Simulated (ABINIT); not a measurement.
The system is Pb.

```
Pb
1.0
     3.03861   -1.75032    0.00000
     3.03861    1.75032    0.00000
    -2.11546    0.00000    6.09522
Pb
2
Direct
  0.90851 0.90851 0.72629
  0.09149 0.09149 0.27371
```

This isn't the form of Pb at room conditions, which is fcc.

Base run:

| Item | Value |
| --- | --- |
| Program | ABINIT 10.8.3 (patched build) |
| Functional | AM05 |
| Potentials or basis | JTH PAW PBE v2.0 |
| Cutoff | 707 eV |
| k mesh | 9 × 9 × 5 |
| Occupations | fermi-dirac, width 0.05 eV |
| Spin | no spin polarisation |

Its results: band gap on the k mesh none (metal or under the smearing width); pressure -1.8 GPa; largest force 0.152 eV/Å.

The run is repeated on the same cell with these changes: functional from AM05 to BLYP. What comes out?

Band gap on the k mesh none (metal or under the smearing width); pressure 3.8 GPa; largest force 0.027 eV/Å.

BLYP binds less tightly than AM05, so the same cell stands under more pressure.

Caveats: the PAW data sets were made with another functional, which shifts forces and pressure a little; spin-orbit coupling is left out, which moves the levels of the heavy elements.
